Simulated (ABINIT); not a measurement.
# WS2 in ABINIT: settings compared

One slab, WS2, is run at these levels: LDA, PBEsol; tasks: band structure.

All numbers are computed with ABINIT 10.8.3 (patched build); they aren't measurements. Logs are shortened: lines on timing, memory, paths and dates and some standing lists are left out, and cuts for length are marked. The log counts tension as positive stress, the text compression.

**1. Starting point**

The cell holds a slab with vacuum, 6 atoms: a = 3.183 Å, b = 3.183 Å, c = 23.669 Å, α = 90.00°, β = 90.00°, γ = 120.00°.

**2. Band structure, LDA**

run.abi

```
ndtset 2

pp_dirpath "./"
pseudos "W.LDA_PW-JTH.xml, S.LDA_PW-JTH.xml"

acell 3*1.0 Angstrom
rprim
     3.1832085602     0.0000000000     0.0000000000
    -1.5916042801     2.7567394786     0.0000000000
     0.0000000000     0.0000000000    23.6687632500
ntypat 2
znucl 74 16
natom 6
typat 1 1 2 2 2 2
xred
     0.6666666667     0.3333333333     0.3626824600
     0.3333333333     0.6666666667     0.6373175400
     0.6666666667     0.3333333333     0.7031838900
     0.3333333333     0.6666666667     0.4285581700
     0.6666666667     0.3333333333     0.5714418300
     0.3333333333     0.6666666667     0.2968161100

ecut 20.0
pawecutdg 40.0

ixc 7

occopt 3
tsmear 0.00183747

nstep 100

iomode 3
prtwf 0
prteig 0
prtebands 0
enunit 1
prtden1 1
prtvha1 1
prtvclmb1 1
prtpot1 1

kptopt1 1
ngkpt1 10 10 2
nshiftk1 1
shiftk1 0.0 0.0 0.0
nband1 32
tolvrs1 1.0e-9

iscf2 -2
getden2 1
nband2 38
nbdbuf2 4
tolwfr2 1.0e-11
kptopt2 -7
ndivsm2 6
prteig2 1
prtvol2 -3
kptbounds2
     0.0000000000     0.0000000000     0.0000000000
     0.5000000000     0.0000000000     0.0000000000
     0.3333333333     0.3333333333     0.0000000000
     0.0000000000     0.0000000000     0.0000000000
     0.0000000000     0.0000000000     0.5000000000
     0.5000000000     0.0000000000     0.5000000000
     0.3333333333     0.3333333333     0.5000000000
     0.0000000000     0.0000000000     0.5000000000
```

Potentials or basis: JTH PAW LDA v2.0.

Launch:

```bash
> abinit run.abi > log 2>&1
```

run.abo:

```text
.Version 10.8.3 of ABINIT
 DATASET    1 : space group P-3 m 1 (#164); Bravais hP (primitive hexag.)
================================================================================
 Values of the parameters that define the memory need for DATASET  1.
     intxc =       0    ionmov =       0      iscf =      17    lmnmax =      18
     lnmax =       6     mgfft =     192  mpssoang =       3    mqgrid =   12735
     natom =       6  nloc_mem =       2    nspden =       1   nspinor =       1
    nsppol =       1      nsym =      12    n1xccc =       1    ntypat =       2
    occopt =       3   xclevel =       1
       mpw =        6044          nfft =      139968          nkpt =          28
 PAW method is used; the additional fine FFT grid is defined by:
   mgfftf=       256    nfftf =    331776
================================================================================
================================================================================

 DATASET    2 : space group P-3 m 1 (#164); Bravais hP (primitive hexag.)
================================================================================
 Values of the parameters that define the memory need for DATASET  2.
     intxc =       0    ionmov =       0      iscf =      -2    lmnmax =      18
     lnmax =       6     mgfft =     192  mpssoang =       3    mqgrid =   12735
     natom =       6  nloc_mem =       2    nspden =       1   nspinor =       1
    nsppol =       1      nsym =      12    n1xccc =       1    ntypat =       2
    occopt =       3   xclevel =       1
       mpw =        6062          nfft =      139968          nkpt =         289
 PAW method is used; the additional fine FFT grid is defined by:
   mgfftf=       256    nfftf =    331776
================================================================================
================================================================================

--------------------------------------------------------------------------------
------------- Echo of variables that govern the present computation ------------
--------------------------------------------------------------------------------
 -outvars: echo values of preprocessed input variables --------
            acell      1.8897261259E+00  1.8897261259E+00  1.8897261259E+00 Bohr
              amu      1.83850000E+02  3.20660000E+01
             ecut      2.00000000E+01 Hartree
           enunit           1
           getden1          0
           getden2          1
             iscf1         17
             iscf2         -2
              ixc           7
           jdtset        1    2
           kptopt1          1
           kptopt2         -7
         kptrlatt       10    0    0      0   10    0      0    0    2
          kptrlen1     6.01539238E+01
          kptrlen2     3.00000000E+01
            natom           6
            nband1         32
            nband2         38
           nbdbuf1          0
           nbdbuf2          4
           ndtset           2
           ndivsm1          0
           ndivsm2          6
            ngfft          27      27     192
          ngfftdg          36      36     256
             nkpt1         28
             nkpt2        289
            nstep         100
             nsym          12
           ntypat           2
           occopt           3
        pawecutdg      4.00000000E+01 Hartree
        prtebands           0
           prteig1          0
           prteig2          1
           prtpot1          1
           prtpot2          0
         prtvclmb1          1
         prtvclmb2          0
           prtvha1          1
           prtvha2          0
           prtvol1          0
           prtvol2         -3
            prtwf           0
            rprim      3.1832085602E+00  0.0000000000E+00  0.0000000000E+00
                      -1.5916042801E+00  2.7567394786E+00  0.0000000000E+00
                       0.0000000000E+00  0.0000000000E+00  2.3668763250E+01
           shiftk1     0.00000000E+00  0.00000000E+00  0.00000000E+00
           shiftk2     5.00000000E-01  5.00000000E-01  5.00000000E-01
[... 340 lines left out ...]

================================================================================
 Non-SCF case, kpt    1 (  0.00000  0.00000  0.00000), residuals and eigenvalues=
  4.77E-12  8.02E-12  4.74E-12  5.76E-12  9.09E-12  7.84E-12  6.49E-12  8.21E-12
  2.36E-12  6.56E-12  6.69E-12  4.16E-12  4.22E-12  2.29E-12  2.88E-12  8.26E-12
  8.87E-12  4.49E-12  7.90E-12  5.25E-12  3.28E-12  4.76E-12  7.31E-12  4.79E-12
  5.07E-12  3.64E-12  7.35E-12  9.05E-12  2.98E-12  9.64E-12  3.08E-12  6.26E-12
  6.13E-12  8.08E-12  3.02E-11  1.54E-11  9.16E-12  4.33E-10
 -2.6998E+00 -2.6998E+00 -1.3851E+00 -1.3851E+00 -1.3795E+00 -1.3795E+00
 -1.3795E+00 -1.3795E+00 -5.2278E-01 -5.2072E-01 -4.6152E-01 -4.5741E-01
 -2.1972E-01 -2.0745E-01 -8.6746E-02 -8.6746E-02 -8.6637E-02 -8.6637E-02
 -7.1397E-02 -4.1516E-02 -4.0951E-02 -4.0951E-02 -4.0530E-02 -4.0530E-02
  1.2465E-02  3.1226E-02  1.2530E-01  1.2530E-01  1.2541E-01  1.2541E-01
[... 3732 lines left out ...]
  2.2583E-01  2.3285E-01
 Non-SCF case, kpt  289 (  0.00000  0.00000  0.50000), residuals and eigenvalues=
  7.32E-12  7.80E-12  6.52E-12  7.48E-12  9.36E-12  6.57E-12  5.84E-12  6.46E-12
  3.99E-12  6.90E-12  5.40E-12  2.48E-12  3.97E-12  6.85E-12  4.68E-12  2.52E-12
  4.93E-12  2.81E-12  8.44E-12  9.62E-12  4.92E-12  3.02E-12  7.28E-12  6.36E-12
  5.95E-12  3.99E-12  7.02E-12  6.15E-12  8.00E-12  5.53E-12  7.30E-12  8.76E-12
  5.75E-12  8.75E-12  1.47E-10  1.80E-11  9.94E-12  1.96E-11
 -2.6998E+00 -2.6998E+00 -1.3851E+00 -1.3851E+00 -1.3795E+00 -1.3795E+00
 -1.3795E+00 -1.3795E+00 -5.2278E-01 -5.2072E-01 -4.6152E-01 -4.5741E-01
 -2.1972E-01 -2.0745E-01 -8.6748E-02 -8.6748E-02 -8.6639E-02 -8.6639E-02
 -7.1397E-02 -4.1517E-02 -4.0957E-02 -4.0957E-02 -4.0529E-02 -4.0529E-02
  1.2462E-02  3.1231E-02  1.2530E-01  1.2530E-01  1.2541E-01  1.2541E-01
  1.3185E-01  1.3185E-01  1.3346E-01  1.3346E-01  2.0465E-01  2.0843E-01
  2.2570E-01  2.3274E-01

--- !ResultsGS
iteration_state: {dtset: 2, }
comment   : Summary of ground state results
lattice_vectors:
- [  6.0153924,   0.0000000,   0.0000000, ]
- [ -3.0076962,   5.2094826,   0.0000000, ]
- [  0.0000000,   0.0000000,  44.7274803, ]
lattice_lengths: [   6.01539,    6.01539,   44.72748, ]
lattice_angles: [ 90.000,  90.000, 120.000, ] # degrees, (23, 13, 12)
lattice_volume:   1.4016287E+03
convergence: {deltae:  0.000E+00, res2:  0.000E+00, residm:  9.999E-12, diffor:  0.000E+00, }
etotal    :  -1.80340035E+02
entropy   :   0.00000000E+00
fermie    :   5.81948329E-02
cartesian_stress_tensor: null
pressure_GPa: null
xred      :
- [  6.6667E-01,   3.3333E-01,   3.6268E-01,  W]
- [  3.3333E-01,   6.6667E-01,   6.3732E-01,  W]
- [  6.6667E-01,   3.3333E-01,   7.0318E-01,  S]
- [  3.3333E-01,   6.6667E-01,   4.2856E-01,  S]
- [  6.6667E-01,   3.3333E-01,   5.7144E-01,  S]
- [  3.3333E-01,   6.6667E-01,   2.9682E-01,  S]
cartesian_forces: null
force_length_stats: {min: null, max: null, mean: null, }
...

 Integrated electronic density in atomic spheres:
 ------------------------------------------------
 Atom  Sphere_radius  Integrated_density
    1        2.41189         11.75750998
    2        2.41189         11.75750998
    3        1.90380          3.59551858
    4        1.90380          3.60571891
    5        1.90380          3.60571891
    6        1.90380          3.59551858

================================================================================

 ----iterations are completed or convergence reached----

 Mean square residual over all n,k,spin=   57.098E-13; max=  99.985E-13
 reduced coordinates (array xred) for    6 atoms
       0.666666666667      0.333333333333      0.362682460000
       0.333333333333      0.666666666667      0.637317540000
       0.666666666667      0.333333333333      0.703183890000
       0.333333333333      0.666666666667      0.428558170000
       0.666666666667      0.333333333333      0.571441830000
       0.333333333333      0.666666666667      0.296816110000

 cartesian coordinates (angstrom) at end:
    1      1.59160428010000     0.91891315953333     8.58424528066759
    2     -0.00000000000000     1.83782631906667    15.08451796933240
    3      1.59160428010000     0.91891315953333    16.64349301362404
    4     -0.00000000000000     1.83782631906667    10.14344186458325
    5      1.59160428010000     0.91891315953333    13.52532138541675
    6     -0.00000000000000     1.83782631906667     7.02527023637596
 length scales=  1.889726125908  1.889726125908  1.889726125908 bohr
              =  1.000000000000  1.000000000000  1.000000000000 angstroms
 Eigenvalues (   eV  ) for nkpt= 289  k points:
 kpt#   1, nband= 38, wtk=  1.00000, kpt=  0.0000  0.0000  0.0000 (reduced coord)
 -73.46591  -73.46591  -37.69183  -37.69181  -37.53773  -37.53773  -37.53772  -37.53772
 -14.22560  -14.16959  -12.55871  -12.44673   -5.97900   -5.64508   -2.36048   -2.36048
  -2.35752   -2.35752   -1.94280   -1.12972   -1.11434   -1.11434   -1.10287   -1.10287
   0.33920    0.84970    3.40965    3.40965    3.41263    3.41263    3.58776    3.58776
   3.63166    3.63166    5.55335    5.69937    6.11044    6.35182
 kpt#   2, nband= 38, wtk=  1.00000, kpt=  0.0096  0.0000  0.0000 (reduced coord)
 -73.46590  -73.46590  -37.69177  -37.69175  -37.53804  -37.53803  -37.53780  -37.53780
 -14.22404  -14.16803  -12.55813  -12.44620   -5.97715   -5.64321   -2.36473   -2.36172
  -2.35894   -2.35594   -1.94772   -1.18958   -1.11690   -1.10540   -1.10010   -1.05713
   0.33893    0.84820    3.40778    3.41059    3.41257    3.41587    3.58435    3.58623
   3.62625    3.63024    5.56037    5.70592    6.11347    6.35505
 kpt#   3, nband= 38, wtk=  1.00000, kpt=  0.0192  0.0000  0.0000 (reduced coord)
 -73.46585  -73.46585  -37.69160  -37.69158  -37.53899  -37.53897  -37.53802  -37.53801
 -14.21936  -14.16336  -12.55639  -12.44461   -5.97161   -5.63765   -2.37740   -2.37430
  -2.35438   -2.35126   -1.96222   -1.25886   -1.12458   -1.11300   -1.09230   -0.99588
   0.33805    0.84360    3.40208    3.40466    3.42128    3.42545    3.57426    3.58154
[... 1252 lines left out ...]
  -3.87513   -3.69688   -2.94966   -2.86734   -1.87694   -1.81941   -1.57130   -1.46995
  -0.03324    0.03963    3.13526    3.17593    3.89013    3.97218    4.41244    4.66325
   4.91957    5.20643    5.93273    6.06583    8.90933    8.94588
 kpt# 213, nband= 38, wtk=  1.00000, kpt=  0.4278  0.1444  0.5000 (reduced coord)
 -73.44838  -73.44838  -37.85138  -37.85137  -37.65722  -37.65721  -37.62671  -37.62670
 -11.95109  -11.92981  -11.72648  -11.70781   -5.68317   -5.61333   -4.83658   -4.83537
  -3.86284   -3.68852   -2.94924   -2.85756   -2.00546   -1.94675   -1.57825   -1.47298
  -0.00753    0.06644    3.09465    3.13254    3.92397    3.99727    4.33370    4.60623
   4.98348    5.27897    6.00567    6.12998    8.93767    9.06553
 kpt# 214, nband= 38, wtk=  1.00000, kpt=  0.4222  0.1556  0.5000 (reduced coord)
 -73.44828  -73.44827  -37.84821  -37.84820  -37.66308  -37.66306  -37.62632  -37.62631
 -11.93515  -11.91453  -11.71802  -11.69994   -5.63573   -5.56733   -4.87129   -4.86656
  -3.85022   -3.68056   -2.94659   -2.84666   -2.13427   -2.07459   -1.58667   -1.47823
   0.01868    0.09336    3.05003    3.08418    3.95811    4.02440    4.26099    4.54575
   5.05591    5.35291    6.07979    6.19698    8.86159    9.12854
 kpt# 215, nband= 38, wtk=  1.00000, kpt=  0.4167
```

It took 21 min on 1 thread of AMD EPYC 9R45 (Zen 5), shared host; peak memory 1.2 GiB.

Results:

| Quantity | Value |
| --- | --- |
| Free energy | -4907.3023 eV |
| Largest force | 0.395 eV/Å |
| Band gap on the k mesh | 1.62 eV, indirect (least direct gap 2.11 eV) |
| Band gap along the path | 1.44 eV, indirect (least direct gap 1.75 eV) |
| Valence electrons inside the program's atomic spheres | W 11.76; S 3.60, 3.61 |

Forces in eV/Å, atoms in the order of the input:
```
W    0.000  0.000 -0.003
W    0.000  0.000  0.003
S    0.000  0.000 -0.395
S    0.000  0.000 -0.303
S    0.000  0.000  0.303
S    0.000  0.000  0.395
```

Levels at the corners of the path, in eV from the valence-band top:
```tsv
point	band 22	band 23	band 24	band 25	band 26	band 27	band 28	band 29	band 30	band 31
Γ	-1.96	-1.95	-1.95	-0.51	0.00	2.56	2.56	2.56	2.56	2.74
M	-2.36	-1.59	-1.54	-1.24	-1.20	2.47	2.49	2.90	2.99	3.53
K	-3.53	-2.61	-2.61	-0.37	-0.31	1.44	1.44	2.77	3.19	3.69
Γ	-1.96	-1.95	-1.95	-0.51	0.00	2.56	2.56	2.56	2.56	2.74
A	-1.96	-1.95	-1.95	-0.51	0.00	2.56	2.56	2.56	2.56	2.74
L	-2.36	-1.59	-1.54	-1.24	-1.20	2.47	2.49	2.90	2.99	3.53
H	-3.53	-2.61	-2.61	-0.37	-0.31	1.44	1.44	2.77	3.19	3.69
A	-1.96	-1.95	-1.95	-0.51	0.00	2.56	2.56	2.56	2.56	2.74
```

Caveat: spin-orbit coupling is left out, which moves the levels of the heavy elements. Expect the measured gap to be larger: semilocal functionals such as LDA lack the derivative discontinuity.

**3. Band structure, PBEsol**

Changes to run.abi since step 2:

```diff
@@ -3,3 +3,3 @@
 pp_dirpath "./"
-pseudos "W.LDA_PW-JTH.xml, S.LDA_PW-JTH.xml"
+pseudos "W.GGA_PBE-JTH.xml, S.GGA_PBE-JTH.xml"
 
@@ -24,4 +24,5 @@
 pawecutdg 40.0
+pawxcdev 0
 
-ixc 7
+ixc -116133
```

Potentials or basis: JTH PAW PBE v2.0.

Launch:

```bash
> abinit run.abi > log 2>&1
```

It took 19 min on 1 thread of AMD EPYC 9R45 (Zen 5), shared host; peak memory 1.3 GiB.

Results (log left out):

* Free energy: -4887.3340 eV
* Largest force: 0.076 eV/Å
* Band gap on the k mesh: 1.65 eV, indirect (least direct gap 2.12 eV)
* Band gap along the path: 1.46 eV, indirect (least direct gap 1.76 eV)
* Valence electrons inside the program's atomic spheres: W 11.74; S 3.59, 3.60

Forces on the atoms (eV/Å):
```
W    0.000  0.000 -0.007
W    0.000  0.000  0.007
S    0.000  0.000 -0.076
S    0.000  0.000 -0.046
S    0.000  0.000  0.046
S    0.000  0.000  0.076
```

Levels at the corners of the path, in eV from the valence-band top:
| point | band 22 | band 23 | band 24 | band 25 | band 26 | band 27 | band 28 | band 29 | band 30 | band 31 |
| --- | --- | --- | --- | --- | --- | --- | --- | --- | --- | --- |
| Γ | -1.96 | -1.95 | -1.95 | -0.50 | 0.00 | 2.57 | 2.57 | 2.57 | 2.57 | 2.75 |
| M | -2.38 | -1.61 | -1.56 | -1.28 | -1.23 | 2.51 | 2.52 | 2.93 | 3.02 | 3.57 |
| K | -3.56 | -2.63 | -2.63 | -0.36 | -0.30 | 1.46 | 1.46 | 2.81 | 3.22 | 3.73 |
| Γ | -1.96 | -1.95 | -1.95 | -0.50 | 0.00 | 2.57 | 2.57 | 2.57 | 2.57 | 2.75 |
| A | -1.96 | -1.95 | -1.95 | -0.50 | 0.00 | 2.57 | 2.57 | 2.57 | 2.57 | 2.75 |
| L | -2.38 | -1.61 | -1.56 | -1.28 | -1.23 | 2.51 | 2.52 | 2.93 | 3.02 | 3.57 |
| H | -3.56 | -2.63 | -2.63 | -0.36 | -0.30 | 1.46 | 1.46 | 2.81 | 3.22 | 3.73 |
| A | -1.96 | -1.95 | -1.95 | -0.50 | 0.00 | 2.57 | 2.57 | 2.57 | 2.57 | 2.75 |

Caveat: the PAW data sets were made with another functional, which shifts forces and pressure a little; spin-orbit coupling is left out, which moves the levels of the heavy elements.
